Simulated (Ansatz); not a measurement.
Relaxing Hg

Level of theory: DFT PBE, scalar-relativistic, plane waves, PAW (Ansatz). Cutoff 420 eV, Γ-centred k mesh, Gaussian smearing, no spin polarisation in the final step.

The start is a random cell of Hg with space group P6_222 (No. 180), drawn with lower limits on the distances.

```yaml
crystal:
  lattice:
    - [5.46857, 0.00000, 0.00000]
    - [-2.73428, 4.73592, 0.00000]
    - [0.00000, 0.00000, 4.61760]
  atoms:
    - { symbol: Hg, position: [0.00000, 0.50000, 0.66667] }
    - { symbol: Hg, position: [0.50000, 0.00000, 0.00000] }
    - { symbol: Hg, position: [0.50000, 0.50000, 0.33333] }
```

Cell and atoms relax at zero pressure; the relaxation can't lower the symmetry of the start. After a coarse first stage the cell is made exact in the group found at 0.06 Å.

Question: Which crystal results?

Answer: It keeps P6_222 (No. 180). Conventional cell: a = 5.992 Å, c = 3.505 Å. Around Hg lie 4 Hg at 3.22 Å, 2 Hg at 3.50 Å and 4 Hg at 3.80 Å.

```
Hg
1.0
     5.99201    0.00000    0.00000
    -2.99601    5.18924    0.00000
     0.00000    0.00000    3.50489
Hg
3
Direct
  0.00000 0.50000 0.66667
  0.50000 0.00000 0.00000
  0.50000 0.50000 0.33333
```

Question: What are its volume, density and gap?

Answer: The volume per atom is 36.33 Å³. The density is 9.17 g/cm³. The gap on the 9×9×14 mesh is 0 eV (a metal).

The final run used a 9×9×14 mesh on its 3-atom cell and 0.10 eV smearing. Spin–orbit coupling is left out. Symmetry constrained the relaxation, so the result can be a saddle point.

This form isn't the element's structure at ambient conditions.